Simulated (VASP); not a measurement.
# SnSe (Fm-3m) in VASP: further runs, part 2 of 2

VASP 6.6.1. Earlier steps stand in the parts before.

## (3) Band structure, PBE0

Input file POSCAR:

```
SnSe                                    
1.0
    0.0000000000      2.9758393136      2.9758393136
    2.9758393136      0.0000000000      2.9758393136
    2.9758393136      2.9758393136      0.0000000000
  Sn              Se            
     1     1
Direct
     0.0000000000000000    0.0000000000000000    0.0000000000000000
     0.5000000000000000    0.5000000000000000    0.5000000000000000
```

Input file INCAR.step1:

```
PREC = Accurate ; ENCUT = 520
EDIFF = 1E-5 ; ISMEAR = 0
SIGMA = 0.03 ; LREAL = False
LASPH = True ; NELM = 80
ALGO = Normal ; ISIF = 2
LWAVE = True ; LCHARG = False
NBANDS = 17 ; KPAR = 2
GGA = PE
```

Input file INCAR.step2:

```
PREC = Accurate ; ENCUT = 520
EDIFF = 1E-6 ; ISMEAR = 0
SIGMA = 0.03 ; LREAL = False
LASPH = True ; NELM = 80
ALGO = Normal ; ISIF = 2
LWAVE = False ; LCHARG = False
GGA = PE ; LHFCALC = True
AEXX = 0.25 ; PRECFOCK = Fast
HFRCUT = -1 ; NBANDS = 17
KPAR = 2 ; ISTART = 1
```

Input file KPOINTS:

```
regular mesh
0
Gamma
  6 6 6
```

Input file KPOINTS_OPT:

```
explicit points
9
Reciprocal
 0.0000000000  0.0000000000  0.0000000000 1
 0.3750000000  0.3750000000  0.7500000000 1
 0.5000000000  0.5000000000  0.5000000000 1
 0.6250000000  0.2500000000  0.6250000000 1
 0.5000000000  0.2500000000  0.7500000000 1
 0.5000000000  0.0000000000  0.5000000000 1
 0.4000000000  0.0000000000  0.4000000000 1
 0.4250000000  0.0000000000  0.4250000000 1
 0.4500000000  0.0000000000  0.4500000000 1
```

Potentials or basis: VASP PAW PBE potentials, release 64 (Sn_d, Se).

Command:

```console
$ cat potpaw_PBE.64/Sn_d/POTCAR potpaw_PBE.64/Se/POTCAR > POTCAR
$ cp INCAR.step1 INCAR
$ mpirun -np 2 vasp_std > vasp.out
$ cp INCAR.step2 INCAR
$ mpirun -np 2 vasp_std > vasp.out
```

OUTCAR:

```text
PREC = Accurate
   ENCUT = 520
   EDIFF = 1E-6
   ISMEAR = 0
   LREAL = False
   LASPH = True
   NELM = 80
   ISIF = 2
   GGA = PE
   LHFCALC = True
   AEXX = 0.25
   PRECFOCK = Fast
   ISTART = 1

 ion  position               nearest neighbor table
   1  0.000  0.000  0.000-   2 2.98   2 2.98   2 2.98   2 2.98   2 2.98   2 2.98
   2  0.500  0.500  0.500-   1 2.98   1 2.98   1 2.98   1 2.98   1 2.98   1 2.98

  LATTYP: Found a face centered cubic cell.
 ALAT       =     5.9516786272

  Lattice vectors:

 A1 = (   0.0000000000,   2.9758393136,   2.9758393136)
 A2 = (   2.9758393136,   0.0000000000,   2.9758393136)
 A3 = (   2.9758393136,   2.9758393136,   0.0000000000)

Analysis of symmetry for initial positions (statically):
=====================================================================
 Subroutine PRICEL returns:
 Original cell was already a primitive cell.

 Routine SETGRP: Setting up the symmetry group for a
 face centered cubic supercell.

 Subroutine GETGRP returns: Found 48 space group operations
 (whereof 48 operations were pure point group operations)
 out of a pool of 48 trial point group operations.

The static configuration has the point symmetry O_h .

Analysis of symmetry for dynamics (positions and initial velocities):
=====================================================================
 Subroutine PRICEL returns:
 Original cell was already a primitive cell.

 Routine SETGRP: Setting up the symmetry group for a
 face centered cubic supercell.

 Subroutine GETGRP returns: Found 48 space group operations
 (whereof 48 operations were pure point group operations)
 out of a pool of 48 trial point group operations.

The dynamic configuration has the point symmetry O_h .

 Subroutine INISYM returns: Found 48 space group operations
 (whereof 48 operations are pure point group operations),
 and found     1 'primitive' translations

----------------------------------------------------------------------------------------

                                     Primitive cell

  volume of cell :      52.7058

  direct lattice vectors                    reciprocal lattice vectors
     0.000000000  2.975839314  2.975839314    -0.168019825  0.168019825  0.168019825
     2.975839314  0.000000000  2.975839314     0.168019825 -0.168019825  0.168019825
     2.975839314  2.975839314  0.000000000     0.168019825  0.168019825 -0.168019825

  length of vectors
     4.208472317  4.208472317  4.208472317     0.291018873  0.291018873  0.291018873

  position of ions in fractional coordinates (direct lattice)
     0.000000000  0.000000000  0.000000000
     0.500000000  0.500000000  0.500000000

  ion indices of the primitive-cell ions
   primitive index   ion index
                 1           1
                 2           2

----------------------------------------------------------------------------------------

 KPOINTS: regular mesh

Automatic generation of k-mesh.
 Grid dimensions read from file:
 generate k-points for:    6    6    6

[... 21 lines left out ...]
  0.166667  0.000000  0.000000      8.000000
  0.333333  0.000000  0.000000      8.000000
  0.500000  0.000000  0.000000      4.000000
  0.166667  0.166667  0.000000      6.000000
  0.333333  0.166667  0.000000     24.000000
[... 8 lines left out ...]
 -0.333333  0.333333  0.166667     24.000000
 -0.333333  0.500000  0.166667     12.000000
   k-points           NKPTS =     16   k-points in BZ     NKDIM =    216   number of bands    NBANDS=     17
   number of dos      NEDOS =    301   number of ions     NIONS =      2
   total plane-waves  NPLWV =  32768
   dimension x,y,z NGX =    32 NGY =   32 NGZ =   32
   dimension x,y,z NGXF=    64 NGYF=   64 NGZF=   64
   ions per type =               1   1
   NGX,Y,Z   is equivalent  to a cutoff of  12.64, 12.64, 12.64 a.u.
   NGXF,Y,Z  is equivalent  to a cutoff of  25.28, 25.28, 25.28 a.u.
 SYSTEM =  unknown system
   PREC   = accura    normal or accurate (medium, high low for compatibility)
   ISTART =      1    job   : 0-new  1-cont  2-samecut
   ICHARG =      0    charge: 1-file 2-atom 10-const
   ISPIN  =      1    spin polarized calculation?
   LNONCOLLINEAR =      F non collinear calculations
   LSORBIT =      F    spin-orbit coupling
   LASPH  =      T    aspherical Exc in radial PAW
   ENCUT  =  520.0 eV  38.22 Ry    6.18 a.u.   7.82  7.82  7.82*2*pi/ulx,y,z
   NELM   =     80;   NELMIN=  2; NELMDL=  0     # of ELM steps
   EDIFF  = 0.1E-05   stopping-criterion for ELM
   LREAL  =      F    real-space projection
   EDIFFG = 0.1E-04   stopping-criterion for IOM
   NSW    =      0    number of steps for IOM
   IBRION =     -1    ionic relax: 0-MD 1-quasi-New 2-CG
   NFREE  =      0    steps in history (QN), initial steepest desc. (CG)
   ISIF   =      2    stress and relaxation
   ISYM   =      3    0-nonsym 1-usesym 2-fastsym
   POTIM  = 0.5000    time-step for ionic-motion
   TEBEG  =    0.0;   TEEND  =   0.0 temperature during run
   PSTRESS=    0.0 pullay stress
   NELECT =      20.0000    total number of electrons
   NUPDOWN=      -1.0000    fix difference up-down
   EMIN   =  10.00;   EMAX   =-10.00  energy-range for DOS
   EFERMI =   0.00;   METHOD = LEGACY
   ISMEAR =     0;   SIGMA  =   0.03  broadening in eV -4-tet -1-fermi 0-gaus
   EFERMI_NEDOS =   21; number of points for ismear=-14 and -15
   IALGO  =     38    algorithm
   IMIX   =      1    mixing-type and parameters
     AMIX     =   0.40;   BMIX     =  1.00
     AMIX_MAG =   1.60;   BMIX_MAG =  1.00
  volume/ion in A,a.u.               =      26.35       177.84
  Fermi-wavevector in a.u.,A,eV,Ry     =   1.185219  2.239740 19.112711  1.404745
  Thomas-Fermi vector in A             =   2.321417
   LORBIT       =      0    0 simple, 1 ext, 2 COOP (PROOUT), +10 PAW based schemes
   GGA     = PE    functional components
   LHFCALC =     T    Hartree Fock is set to
   PRECFOCK=fast      Normal, Fast or Accurate (Low or Medium for compatibility)
   ENCUT4O =  -1.0   cutoff for four orbital integrals eV
   NKREDX  =     1    reduce k-point grid by
   NKREDY  =     1    reduce k-point grid by
   NKREDZ  =     1    reduce k-point grid by
   AEXX    =    0.2500 exact exchange contribution
   HFSCREEN=    0.0000 screening length (either q_TF or 0.3 A-1)
   HFSCREENC=   0.0000 screening length for correlation (either q_TF or 0.3 A-1)
   ENCUTFOCK=  -1.0 apply spherical cutoff to Coloumb kernel
   IVDW    =     0    specifies the selected vdW correction
   LEPSILON=     F    determine dielectric tensor
   LRPA    =     F    only Hartree local field effects (RPA)
 non-spin polarized calculation
 Gauss-broadening in eV      SIGMA  =   0.03
  energy-cutoff  :      520.00
  volume of cell :       52.71
 maximum number of plane-waves:      1435
  NGX = 18; NGY = 18; NGZ = 18

 number of electron      20.0000007 magnetization

 Free energy of the ion-electron system (eV)
  ---------------------------------------------------
  ext. energy  EPLUGINS =         0.00000000
  ---------------------------------------------------
  free energy    TOTEN  =       -10.73211896 eV

  energy without entropy =      -10.73211896  energy(sigma->0) =      -10.73211896

 E-fermi :   6.0726     XC(G=0):  -7.7263

 val. band max:        5.9170657222   @ k =   0.5000   0.0000   0.0000
 cond. band min:       6.7555653708   @ k =   0.5000   0.0000   0.0000
 fundamental gap:      0.8384996486
 Fermi energy:         6.0726410742

 k-point     1 :       0.0000    0.0000    0.0000
  band No.  band energies     occupation
      1     -18.5263      2.00000
      2     -18.5263      2.00000
      3     -18.5185      2.00000
      4     -18.5185      2.00000
      5     -18.5185      2.00000
      6     -10.3280      2.00000
[... 297 lines left out ...]
      4     -18.5053      2.00000
      5     -18.4983      2.00000
      6      -8.8059      2.00000
[... 9 lines left out ...]
     16      18.4193      0.00000
     17      19.9157      0.00000

------------------------ aborting loop because EDIFF is reached ----------------------------------------

  FORCE on cell =-STRESS in cart. coord.  units (eV):
  Direction    XX          YY          ZZ          XY          YZ          ZX
  --------------------------------------------------------------------------------------
  -------------------------------------------------------------------------------------
  Total        0.4344088      0.4344088      0.4344088      0.0000000      0.0000000      0.0000000
  in kB       13.2053772     13.2053772     13.2053772      0.0000000      0.0000000      0.0000000
  external PRESSURE =      13.2053772 kB  Pullay stress =       0.0000000 kB

 VOLUME and BASIS-vectors are now :
 -----------------------------------------------------------------------------
  energy-cutoff  :      520.00
  volume of cell :       52.71
      direct lattice vectors                 reciprocal lattice vectors
     0.000000000  2.975839314  2.975839314    -0.168019825  0.168019825  0.168019825
     2.975839314  0.000000000  2.975839314     0.168019825 -0.168019825  0.168019825
     2.975839314  2.975839314  0.000000000     0.168019825  0.168019825 -0.168019825

 POSITION                                       TOTAL-FORCE (eV/Angst)
 -----------------------------------------------------------------------------------
      0.00000      0.00000      0.00000        -0.000000      0.000000      0.000000
      2.97584      2.97584      2.97584         0.000000     -0.000000     -0.000000
 -----------------------------------------------------------------------------------
    total drift:                                0.000000      0.000000      0.000000

  FREE ENERGIE OF THE ION-ELECTRON SYSTEM (eV)
  ---------------------------------------------------
  free  energy   TOTEN  =       -10.7321189560 eV

  energy  without entropy=      -10.7321189560  energy(sigma->0) =      -10.73211896
```

It took 18 min on 2 MPI ranks of Intel Xeon Platinum 8559C (Emerald Rapids), shared host; peak memory 0.22 GiB.

What came out:

- Free energy: -10.7321 eV
- Pressure: 1.3 GPa
- Band gap on the k mesh: 0.84 eV, direct
- Band gap along the path: 0.84 eV, direct

Caveat: the PAW data sets were made with another functional, which shifts forces and pressure a little; spin-orbit coupling is left out, which moves the levels of the heavy elements.
